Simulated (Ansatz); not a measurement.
Computed with DFT PBE, scalar-relativistic, plane waves, PAW (Ansatz). Settings: cutoff 420 eV, Γ-centred meshes spaced at most about 0.3 Å⁻¹, and about 0.25 Å⁻¹ or finer for metals (2π included), Gaussian smearing. No spin polarisation.

Formation energies are uncorrected and refer to the elements' standard structures at the same level.

All energies are static (0 K, no zero-point motion). The comparison covers the computed candidates alone. Kohn–Sham gaps at this level usually fall short of measured ones. The reference form of Se is held partly by dispersion forces, which this level lacks.

A search for Be₃Se₄ gave 5 distinct relaxed structures. Coordination counts Se atoms around Be (those within 1.25 times the shortest such distance or 1.15 times the sum of covalent radii, 1.27 where that leaves under three). Cells relaxed within their symmetry can be saddle points.

Question: What is the best candidate for Be₃Se₄?

Answer: The one with space group Pmn2_1 (No. 31), reached from: a cell proposed by chemical analogy. It has a = 7.089 Å, b = 6.764 Å, c = 6.379 Å, 21.8 Å³/atom, a gap of 1.13 eV on the mesh. Be on a site of symmetry m is surrounded by 2 Se at 2.14–2.15 Å and 2 Se at 2.32 Å; Be on a site of symmetry 1 has 2 Se at 2.15–2.17 Å and 2 Se at 2.31–2.34 Å; Se on a site of symmetry m has 3 Be at 2.15–2.17 Å; Se on a site of symmetry 1 has 3 Be at 2.31–2.34 Å and 1 Se at 2.46 Å; 1 more site not described. Its energy over the elements is −0.515 eV/atom. It lies below the elements, which doesn't yet make it stable against other compounds or structures. An observed structure of this formula, if there is one, may be missing.

```cif
data_structure
_symmetry_space_group_name_H-M 'Pmn2_1'
_symmetry_Int_Tables_number 31
_cell_length_a 7.0894
_cell_length_b 6.7635
_cell_length_c 6.3790
_cell_angle_alpha 90.000
_cell_angle_beta 90.000
_cell_angle_gamma 90.000
_cell_volume 305.87
loop_
_atom_site_label
_atom_site_type_symbol
_atom_site_symmetry_multiplicity
_atom_site_Wyckoff_symbol
_atom_site_fract_x
_atom_site_fract_y
_atom_site_fract_z
_atom_site_occupancy
Be1 Be 2 a 0.00000 0.14507 0.53998 1
Be2 Be 4 b 0.74760 0.32595 0.99548 1
Se1 Se 2 a 0.00000 0.84782 0.42058 1
Se2 Se 4 b 0.82640 0.37214 0.34818 1
Se3 Se 2 a 0.50000 0.80757 0.37211 1
```

Question: How much higher is the I-42m structure with 19.3 Å³/atom and coordination Be 4 (reached from: a cell proposed by chemical analogy)?

Answer: 61 meV/atom. It has no gap on its mesh.

Question: How much higher is the P-43m structure with 19.1 Å³/atom and coordination Be 4 (reached from: a cell proposed by chemical analogy)?

Answer: 68 meV/atom. It has no gap on its mesh.
